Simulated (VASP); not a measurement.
# LiH (Fm-3m) in VASP: a series of runs

Aim: see how the results for LiH move with the level of theory and the settings. Levels: PBE0, PBE, HSE06. Tasks: band structure.

All numbers are computed with VASP 6.6.1; they aren't measurements. Logs are shortened: lines on timing, memory, paths and dates and some standing lists are left out, and cuts for length are marked.

### 1 The crystal as given

It takes space group Fm-3m (No. 225, cubic). The conventional cell has a = 3.972 Å, b = 3.972 Å, c = 3.972 Å, α = 90.00°, β = 90.00°, γ = 90.00°. Around Li (site symmetry m-3m) lie 6 H at 1.99 Å. H (site symmetry m-3m) is surrounded by 6 Li at 1.99 Å.

### 2 Band structure, PBE0

POSCAR reads:

```
LiH                                     
1.0
    0.0000000000      1.9860246743      1.9860246743
    1.9860246743      0.0000000000      1.9860246743
    1.9860246743      1.9860246743      0.0000000000
  Li              H             
     1     1
Direct
     0.0000000000000000    0.0000000000000000    0.0000000000000000
     0.5000000000000000    0.5000000000000000    0.5000000000000000
```

INCAR.step1 reads:

```
PREC     = Accurate       # precision mode
ENCUT    = 520            # plane-wave cutoff, eV
EDIFF    = 1E-5           # SCF threshold, eV
ISMEAR   = 0              # smearing method
SIGMA    = 0.03           # smearing width, eV
LREAL    = F              # projectors in reciprocal space
LASPH    = T              # aspherical terms in the spheres
NELM     = 80             # most SCF steps
ALGO     = Normal         # electronic algorithm
ISIF     = 2              # what is computed and relaxed
LWAVE    = T              # write WAVECAR
LCHARG   = F              # write CHGCAR
NBANDS   = 9              # bands
KPAR     = 8            
GGA      = PE             # functional
```

INCAR.step2 reads:

```
PREC     = Accurate       # precision mode
ENCUT    = 520            # plane-wave cutoff, eV
EDIFF    = 1E-7           # SCF threshold, eV
ISMEAR   = 0              # smearing method
SIGMA    = 0.03           # smearing width, eV
LREAL    = F              # projectors in reciprocal space
LASPH    = T              # aspherical terms in the spheres
NELM     = 80             # most SCF steps
ALGO     = Normal         # electronic algorithm
ISIF     = 2              # what is computed and relaxed
LWAVE    = F              # write WAVECAR
LCHARG   = F              # write CHGCAR
GGA      = PE             # functional
LHFCALC  = T              # exact exchange
AEXX     = 0.25           # exact-exchange fraction
PRECFOCK = Fast         
HFRCUT   = -1           
NBANDS   = 9              # bands
KPAR     = 8            
ISTART   = 1
```

KPOINTS reads:

```
regular mesh
0
Gamma
  10 10 10
```

KPOINTS_OPT reads:

```
explicit points
6
Reciprocal
 0.0000000000  0.0000000000  0.0000000000 1
 0.3750000000  0.3750000000  0.7500000000 1
 0.5000000000  0.5000000000  0.5000000000 1
 0.6250000000  0.2500000000  0.6250000000 1
 0.5000000000  0.2500000000  0.7500000000 1
 0.5000000000  0.0000000000  0.5000000000 1
```

Potentials or basis: VASP PAW PBE potentials, release 64 (Li_sv, H).

On the command line:

```console
> cat potpaw_PBE.64/Li_sv/POTCAR potpaw_PBE.64/H/POTCAR > POTCAR
> cp INCAR.step1 INCAR
> mpirun -np 8 vasp_std > vasp.out
> cp INCAR.step2 INCAR
> mpirun -np 8 vasp_std > vasp.out
```

OUTCAR:

```text
PREC = Accurate
   ENCUT = 520
   EDIFF = 1E-7
   ISMEAR = 0
   LREAL = F
   LASPH = T
   NELM = 80
   ISIF = 2
   GGA = PE
   LHFCALC = T
   AEXX = 0.25
   PRECFOCK = Fast
   ISTART = 1

 ion  position               nearest neighbor table
   1  0.000  0.000  0.000-
   2  0.500  0.500  0.500-

  LATTYP: Found a face centered cubic cell.
 ALAT       =     3.9720493486

  Lattice vectors:

 A1 = (   0.0000000000,   1.9860246743,   1.9860246743)
 A2 = (   1.9860246743,   0.0000000000,   1.9860246743)
 A3 = (   1.9860246743,   1.9860246743,   0.0000000000)

Analysis of symmetry for initial positions (statically):
=====================================================================
 Subroutine PRICEL returns:
 Original cell was already a primitive cell.

 Routine SETGRP: Setting up the symmetry group for a
 face centered cubic supercell.

 Subroutine GETGRP returns: Found 48 space group operations
 (whereof 48 operations were pure point group operations)
 out of a pool of 48 trial point group operations.

The static configuration has the point symmetry O_h .

Analysis of symmetry for dynamics (positions and initial velocities):
=====================================================================
 Subroutine PRICEL returns:
 Original cell was already a primitive cell.

 Routine SETGRP: Setting up the symmetry group for a
 face centered cubic supercell.

 Subroutine GETGRP returns: Found 48 space group operations
 (whereof 48 operations were pure point group operations)
 out of a pool of 48 trial point group operations.

The dynamic configuration has the point symmetry O_h .

 Subroutine INISYM returns: Found 48 space group operations
 (whereof 48 operations are pure point group operations),
 and found     1 'primitive' translations

----------------------------------------------------------------------------------------

                                     Primitive cell

  volume of cell :      15.6669

  direct lattice vectors                    reciprocal lattice vectors
     0.000000000  1.986024674  1.986024674    -0.251759208  0.251759208  0.251759208
     1.986024674  0.000000000  1.986024674     0.251759208 -0.251759208  0.251759208
     1.986024674  1.986024674  0.000000000     0.251759208  0.251759208 -0.251759208

  length of vectors
     2.808663030  2.808663030  2.808663030     0.436059740  0.436059740  0.436059740

  position of ions in fractional coordinates (direct lattice)
     0.000000000  0.000000000  0.000000000
     0.500000000  0.500000000  0.500000000

  ion indices of the primitive-cell ions
   primitive index   ion index
                 1           1
                 2           2

----------------------------------------------------------------------------------------

 KPOINTS: regular mesh

Automatic generation of k-mesh.
 Grid dimensions read from file:
 generate k-points for:   10   10   10

 Generating k-lattice:

  Cartesian coordinates                     Fractional coordinates (reciprocal lattice)
    -0.025175921  0.025175921  0.025175921     0.100000000  0.000000000  0.000000000
     0.025175921 -0.025175921  0.025175921     0.000000000  0.100000000  0.000000000
     0.025175921  0.025175921 -0.025175921     0.000000000  0.000000000  0.100000000

  Length of vectors
     0.043605974  0.043605974  0.043605974

  Shift w.r.t. Gamma in fractional coordinates (k-lattice)
     0.000000000  0.000000000  0.000000000

 Subroutine IBZKPT returns following result:
 ===========================================

 Found     47 irreducible k-points:

 Following reciprocal coordinates:
            Coordinates               Weight
  0.000000  0.000000  0.000000      1.000000
  0.100000  0.000000  0.000000      8.000000
  0.200000  0.000000  0.000000      8.000000
  0.300000  0.000000  0.000000      8.000000
  0.400000  0.000000  0.000000      8.000000
  0.500000  0.000000  0.000000      4.000000
[... 16 lines left out ...]
  0.300000  0.300000  0.000000      6.000000
  0.400000  0.300000  0.000000     24.000000
 [... further k-points ...]
   k-points           NKPTS =     47   k-points in BZ     NKDIM =   1000   number of bands    NBANDS=      9
   number of dos      NEDOS =    301   number of ions     NIONS =      2
   total plane-waves  NPLWV =  13824
   dimension x,y,z NGX =    24 NGY =   24 NGZ =   24
   dimension x,y,z NGXF=    48 NGYF=   48 NGZF=   48
   ions per type =               1   1
   NGX,Y,Z   is equivalent  to a cutoff of  14.21, 14.21, 14.21 a.u.
   NGXF,Y,Z  is equivalent  to a cutoff of  28.41, 28.41, 28.41 a.u.
 SYSTEM =  unknown system
   PREC   = accura    normal or accurate (medium, high low for compatibility)
   ISTART =      1    job   : 0-new  1-cont  2-samecut
   ICHARG =      0    charge: 1-file 2-atom 10-const
   ISPIN  =      1    spin polarized calculation?
   LNONCOLLINEAR =      F non collinear calculations
   LSORBIT =      F    spin-orbit coupling
   LASPH  =      T    aspherical Exc in radial PAW
   ENCUT  =  520.0 eV  38.22 Ry    6.18 a.u.   5.22  5.22  5.22*2*pi/ulx,y,z
   NELM   =     80;   NELMIN=  2; NELMDL=  0     # of ELM steps
   EDIFF  = 0.1E-06   stopping-criterion for ELM
   LREAL  =      F    real-space projection
   EDIFFG = 0.1E-05   stopping-criterion for IOM
   NSW    =      0    number of steps for IOM
   IBRION =     -1    ionic relax: 0-MD 1-quasi-New 2-CG
   NFREE  =      0    steps in history (QN), initial steepest desc. (CG)
   ISIF   =      2    stress and relaxation
   ISYM   =      3    0-nonsym 1-usesym 2-fastsym
   POTIM  = 0.5000    time-step for ionic-motion
   TEBEG  =    0.0;   TEEND  =   0.0 temperature during run
   PSTRESS=    0.0 pullay stress
   NELECT =       4.0000    total number of electrons
   NUPDOWN=      -1.0000    fix difference up-down
   EMIN   =  10.00;   EMAX   =-10.00  energy-range for DOS
   EFERMI =   0.00;   METHOD = LEGACY
   ISMEAR =     0;   SIGMA  =   0.03  broadening in eV -4-tet -1-fermi 0-gaus
   EFERMI_NEDOS =   21; number of points for ismear=-14 and -15
   IALGO  =     38    algorithm
   IMIX   =      1    mixing-type and parameters
     AMIX     =   0.40;   BMIX     =  1.00
     AMIX_MAG =   1.60;   BMIX_MAG =  1.00
  volume/ion in A,a.u.               =       7.83        52.86
  Fermi-wavevector in a.u.,A,eV,Ry     =   1.038565  1.962603 14.675468  1.078616
  Thomas-Fermi vector in A             =   2.173055
   LORBIT       =      0    0 simple, 1 ext, 2 COOP (PROOUT), +10 PAW based schemes
   GGA     = PE    functional components
   LHFCALC =     T    Hartree Fock is set to
   PRECFOCK=fast      Normal, Fast or Accurate (Low or Medium for compatibility)
   ENCUT4O =  -1.0   cutoff for four orbital integrals eV
   NKREDX  =     1    reduce k-point grid by
   NKREDY  =     1    reduce k-point grid by
   NKREDZ  =     1    reduce k-point grid by
   AEXX    =    0.2500 exact exchange contribution
   HFSCREEN=    0.0000 screening length (either q_TF or 0.3 A-1)
   HFSCREENC=   0.0000 screening length for correlation (either q_TF or 0.3 A-1)
   ENCUTFOCK=  -1.0 apply spherical cutoff to Coloumb kernel
   IVDW    =     0    specifies the selected vdW correction
   LEPSILON=     F    determine dielectric tensor
   LRPA    =     F    only Hartree local field effects (RPA)
 non-spin polarized calculation
 Gauss-broadening in eV      SIGMA  =   0.03
  energy-cutoff  :      520.00
  volume of cell :       15.67
 maximum number of plane-waves:       444
 NGX is ok and might be reduce to    24
  NGX = 14; NGY = 14; NGZ = 14

 number of electron       3.9999998 magnetization

 Free energy of the ion-electron system (eV)
  ---------------------------------------------------
  ext. energy  EPLUGINS =         0.00000000
  ---------------------------------------------------
  free energy    TOTEN  =        -7.13402839 eV

  energy without entropy =       -7.13402839  energy(sigma->0) =       -7.13402839

 E-fermi :  -0.4886     XC(G=0):  -6.8006

 val. band max:       -0.8251366328   @ k =   0.5000   0.5000   0.0000
 cond. band min:       3.8089194254   @ k =   0.5000   0.5000   0.0000
 fundamental gap:      4.6340560582
 Fermi energy:        -0.4885783030

 k-point     1 :       0.0000    0.0000    0.0000
  band No.  band energies     occupation
      1     -48.1605      2.00000
      2      -7.0999      2.00000
      3      18.2356      0.00000
      4      19.6974      0.00000
      5      19.6974      0.00000
      6      19.6974      0.00000
      7      24.3335      0.00000
      8      24.3335      0.00000
      9      24.3335      0.00000

 k-point     2 :       0.1000    0.0000    0.0000
  band No.  band energies     occupation
      1     -48.1551      2.00000
      2      -6.8935      2.00000
      3      16.4566      0.00000
      4      18.7879      0.00000
      5      19.2723      0.00000
      6      19.2723      0.00000
      7      23.7266      0.00000
      8      25.2186      0.00000
      9      25.2186      0.00000

 k-point     3 :       0.2000    0.0000    0.0000
  band No.  band energies     occupation
      1     -48.1410      2.00000
      2      -6.2897      2.00000
      3      12.8805      0.00000
      4      17.5081      0.00000
      5      18.5997      0.00000
      6      18.5997      0.00000
      7      24.6378      0.00000
      8      25.1207      0.00000
      9      25.1207      0.00000

 k-point     4 :       0.3000    0.0000    0.0000
  band No.  band energies     occupation
      1     -48.1235      2.00000
      2      -5.3615      2.00000
      3       9.4963      0.00000
      4      16.4017      0.00000
      5      18.1964      0.00000
      6      18.1964      0.00000
      7      23.0035      0.00000
      8      23.0035      0.00000
      9      26.2723      0.00000
[... 205 lines left out ...]
 k-point    22 :      -0.2000    0.2000    0.0000
  band No.  band energies     occupation
      1     -48.1179      2.00000
      2      -4.9697      2.00000
      3      10.8406      0.00000
      4      11.1171      0.00000
      5      17.8299      0.00000
      6      18.7401      0.00000
      7      23.7519      0.00000
      8      25.7005      0.00000
      9      27.4060      0.00000

 k-point    23 :       0.3000    0.3000    0.0000
  band No.  band energies     occupation
      1     -48.1129      2.00000
      2      -4.4993      2.00000
      3       9.9421      0.00000
      4      13.7454      0.00000
      5      13.7454      0.00000
      6      16.8997      0.00000
      7      19.3572      0.00000
      8      30.8974      0.00000
      9      33.1393      0.00000

 k-point    24 :       0.4000    0.3000    0.0000
  band No.  band energies     occupation
      1     -48.1023      2.00000
      2      -3.4579      2.00000
      3       7.8671      0.00000
      4      11.8563      0.00000
      5      13.2814      0.00000
      6      17.7914      0.00000
      7      19.4445      0.00000
      8      31.9205      0.00000
      9      32.1517      0.00000

 [... further k-points ...]

------------------------ aborting loop because EDIFF is reached ----------------------------------------

  FORCE on cell =-STRESS in cart. coord.  units (eV):
  Direction    XX          YY          ZZ          XY          YZ          ZX
  --------------------------------------------------------------------------------------
  -------------------------------------------------------------------------------------
  Total        0.0349564      0.0349564      0.0349564      0.0000000      0.0000000     -0.0000000
  in kB        3.5748184      3.5748184      3.5748184      0.0000000      0.0000000     -0.0000000
  external PRESSURE =       3.5748184 kB  Pullay stress =       0.0000000 kB

 VOLUME and BASIS-vectors are now :
 -----------------------------------------------------------------------------
  energy-cutoff  :      520.00
  volume of cell :       15.67
      direct lattice vectors                 reciprocal lattice vectors
     0.000000000  1.986024674  1.986024674    -0.251759208  0.251759208  0.251759208
     1.986024674  0.000000000  1.986024674     0.251759208 -0.251759208  0.251759208
     1.986024674  1.986024674  0.000000000     0.251759208  0.251759208 -0.251759208

 POSITION                                       TOTAL-FORCE (eV/Angst)
 -----------------------------------------------------------------------------------
      0.00000      0.00000      0.00000         0.000000      0.000000     -0.000000
      1.98602      1.98602      1.98602        -0.000000      0.000000      0.000000
 -----------------------------------------------------------------------------------
    total drift:                               -0.000000     -0.000000     -0.000000

  FREE ENERGIE OF THE ION-ELECTRON SYSTEM (eV)
  ---------------------------------------------------
  free  energy   TOTEN  =        -7.1340283941 eV

  energy  without entropy=       -7.1340283941  energy(sigma->0) =       -7.13402839
```

Run time: 2.1 min. Hardware: 8 MPI ranks of Intel Xeon Platinum 8488C (Sapphire Rapids), shared host; peak memory 0.19 GiB.

Results:

```
Free energy             : -7.1340 eV
Band gap on the k mesh  : 4.63 eV, direct
Band gap along the path : 4.63 eV, direct
```

Levels at points of the mesh, in eV from the valence-band top:
```csv
k point,band 1,band 2,band 3,band 4,band 5,band 6
"(0.00, 0.00, 0.00)",-47.34,-6.27,19.06,20.52,20.52,20.52
"(0.50, 0.00, 0.00)",-47.28,-3.02,6.75,16.25,19.03,19.03
"(0.50, 0.50, 0.00)",-47.26,0.00,4.63,13.07,13.07,16.18
```

Caveat: the cutoff is under 1.25 times the usual one of these potentials, so pressure, stress and relaxed cells hold a basis-set (Pulay) error; the PAW data sets were made with another functional, which shifts forces and pressure a little.

### 3 Band structure, PBE

INCAR reads:

```
SYSTEM = LiH
  PREC = Accurate
  ENCUT = 520
  EDIFF = 1E-7
  ISMEAR = 0
  SIGMA = 0.03
  LREAL = .False.
  LASPH = .True.
  NELM = 80
  ALGO = Normal
  ISIF = 2
  LWAVE = .False.
  LCHARG = .False.
  GGA = PE
  NBANDS = 9
  KPAR = 4
```

KPOINTS reads:

```
regular mesh
0
Gamma
  8 8 8
  0 0 0
```

POSCAR reads:

```
LiH                                     
1.0
    0.0000000000      1.9860246737      1.9860246737
    1.9860246737      0.0000000000      1.9860246737
    1.9860246737      1.9860246737      0.0000000000
  Li              H             
     1     1
Direct
     0.0000000000000000    0.0000000000000000    0.0000000000000000
     0.5000000000000000    0.5000000000000000    0.5000000000000000
```

KPOINTS_OPT is that of step 2.

Potentials or basis: VASP PAW PBE potentials, release 64 (Li_sv, H).

On the command line:

```console
> cat potpaw_PBE.64/Li_sv/POTCAR potpaw_PBE.64/H/POTCAR > POTCAR
> mpirun -np 4 vasp_std > vasp.out
```

Run time: 6 s. Hardware: 4 MPI ranks of Intel Xeon Platinum 8488C (Sapphire Rapids), shared host; peak memory 0.12 GiB.

It converged, with:

```yaml
Free_energy: -6.1256 eV
Band_gap_on_the_k_mesh: 2.96 eV, direct
Band_gap_along_the_path: 2.96 eV, direct
```

Levels at points of the mesh, in eV from the valence-band top:
| k point | band 1 | band 2 | band 3 | band 4 | band 5 | band 6 | band 7 |
| --- | --- | --- | --- | --- | --- | --- | --- |
| (0.00, 0.00, 0.00) | -44.27 | -5.54 | 16.45 | 18.17 | 18.17 | 18.17 | 22.94 |
| (0.50, 0.00, 0.00) | -44.22 | -2.71 | 4.99 | 13.90 | 16.75 | 16.75 | 19.35 |
| (0.50, 0.50, 0.00) | -44.20 | 0.00 | 2.96 | 10.95 | 10.95 | 14.15 | 17.66 |

Caveat: the cutoff is under 1.25 times the usual one of these potentials, so pressure, stress and relaxed cells hold a basis-set (Pulay) error.

### 4 Band structure, HSE06

POSCAR is that of step 3.

INCAR.step1 reads:

```
SYSTEM = LiH
  PREC = Accurate
  ENCUT = 520
  EDIFF = 1E-5
  ISMEAR = 0
  SIGMA = 0.03
  LREAL = .False.
  LASPH = .True.
  NELM = 80
  ALGO = Normal
  ISIF = 2
  LWAVE = .True.
  LCHARG = .False.
  NBANDS = 9
  KPAR = 4
  GGA = PE
```

INCAR.step2 reads:

```
SYSTEM = LiH
  PREC = Accurate
  ENCUT = 520
  EDIFF = 1E-7
  ISMEAR = 0
  SIGMA = 0.03
  LREAL = .False.
  LASPH = .True.
  NELM = 80
  ALGO = Normal
  ISIF = 2
  LWAVE = .False.
  LCHARG = .False.
  GGA = PE
  LHFCALC = .True.
  HFSCREEN = 0.2
  PRECFOCK = Fast
  NBANDS = 9
  KPAR = 4
  ISTART = 1
```

KPOINTS is that of step 3.

KPOINTS_OPT is that of step 3.

On the command line:

```console
> cat potpaw_PBE.64/Li_sv/POTCAR potpaw_PBE.64/H/POTCAR > POTCAR
> cp INCAR.step1 INCAR
> mpirun -np 4 vasp_std > vasp.out
> cp INCAR.step2 INCAR
> mpirun -np 4 vasp_std > vasp.out
```

Wall time 74 s (4 MPI ranks of Intel Xeon Platinum 8488C (Sapphire Rapids), shared host); peak memory 0.25 GiB.

It converged, with:

```
Free energy             : -6.7977 eV
Band gap on the k mesh  : 3.97 eV, direct
Band gap along the path : 3.97 eV, direct
```

Levels at points of the mesh, in eV from the valence-band top:
| k point | band 1 | band 2 | band 3 | band 4 | band 5 | band 6 | band 7 |
| --- | --- | --- | --- | --- | --- | --- | --- |
| (0.00, 0.00, 0.00) | -47.27 | -6.20 | 18.35 | 19.78 | 19.78 | 19.78 | 24.44 |
| (0.50, 0.00, 0.00) | -47.21 | -2.96 | 6.06 | 15.53 | 18.30 | 18.30 | 20.92 |
| (0.50, 0.50, 0.00) | -47.20 | 0.00 | 3.97 | 12.34 | 12.34 | 15.48 | 19.37 |

Caveat: the cutoff is under 1.25 times the usual one of these potentials, so pressure, stress and relaxed cells hold a basis-set (Pulay) error; the PAW data sets were made with another functional, which shifts forces and pressure a little.

### 5 Overview

```tsv
level	k mesh	exchange at q = 0	screening parameter	gap on the mesh (eV)
PBE0	10 × 10 × 10	truncated	-	4.63
PBE	8 × 8 × 8	-	-	2.96
HSE06	8 × 8 × 8	-	0.2 1/A	3.97
```

Alike in all rows: task band structure; potentials or basis VASP PAW PBE potentials, release 64 (Li_sv, H); no spin polarisation; cell as given; cutoff (eV) 520; smearing gaussian 0.03 eV.

On the cell as given the gap runs from 2.96 eV (PBE) to 4.63 eV (PBE0); the meshes differ, which moves gaps too.

Caveats: the cutoff is under 1.25 times the usual one of these potentials, so pressure, stress and relaxed cells hold a basis-set (Pulay) error; the PAW data sets were made with another functional, which shifts forces and pressure a little (some runs).

Total energies depend on the potentials used, so only differences within one code and one set of settings carry meaning.
